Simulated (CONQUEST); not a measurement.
SnSe:

```xyz
8
Lattice="4.1900 0.0000 0.0000 0.0000 4.4600 0.0000 0.0000 0.0000 11.4200" Properties=species:S:1:pos:R:3 pbc="T T T"
Sn    3.1425    4.0541   10.0153
Sn    1.0475    1.8241    7.1147
Sn    3.1425    2.6359    4.3053
Sn    1.0475    0.4059    1.4047
Se    3.1425    4.3886    7.3431
Se    1.0475    2.1586    9.7869
Se    3.1425    2.3014    1.6331
Se    1.0475    0.0714    4.0769
```

```yaml
Program: CONQUEST 1.3
Task: single point
Functional: PBE
Potentials_or_basis: PseudoDojo NC PBE, DZ, grid cutoff 120 Ha
k_mesh: 6 × 6 × 3
Occupations: fermi-dirac, width 0.05 eV
Spin: no spin polarisation
```

On this cell: pressure 5.6 GPa; largest force 1.163 eV/Å; band gap on the k mesh 0.58 eV, indirect (least direct gap 0.72 eV).

The same run follows on a disturbed copy (atoms moved at random, drawn with an rms of 0.05 Å):

```
CELL_PARAMETERS angstrom
4.19000 0.00000 0.00000
0.00000 4.46000 0.00000
0.00000 0.00000 11.42000
ATOMIC_POSITIONS crystal
Sn 0.75014 0.90992 0.87532
Sn 0.24558 0.41107 0.62557
Sn 0.74919 0.59463 0.37286
Sn 0.26253 0.08547 0.12656
Se 0.76315 0.98880 0.64479
Se 0.25954 0.48444 0.85588
Se 0.75453 0.50909 0.14295
Se 0.23136 0.01167 0.36049
```

Problem. What changes?

Solution. The energy moves by +27.7 meV/atom; pressure 6.6 GPa; largest force 1.677 eV/Å; band gap on the k mesh 0.64 eV, indirect (least direct gap 0.75 eV).

Forces on the atoms (eV/Å):
```
Sn   0.095  0.200  1.455
Sn   0.218  0.294 -1.566
Sn  -0.251 -0.414  1.606
Sn  -0.088 -0.249 -1.276
Se  -0.240 -0.339 -0.969
Se  -0.084 -0.207  1.083
Se  -0.016  0.286 -1.026
Se   0.312  0.435  0.687
```

Stress tensor (GPa, compression positive):
```
5.29 0.86 0.07
0.86 4.55 0.03
0.07 0.03 9.94
```

Caveats: the atomic basis is small; spin-orbit coupling is left out, which moves the levels of the heavy elements; an odd mesh through Γ misses points on the zone boundary, where band edges often lie; the basis of atomic orbitals isn't converged, which shifts pressures, moduli and gaps; forces of over 1 eV/Å show positions far from the minimum, so gaps and moduli don't describe the material at rest (some runs).
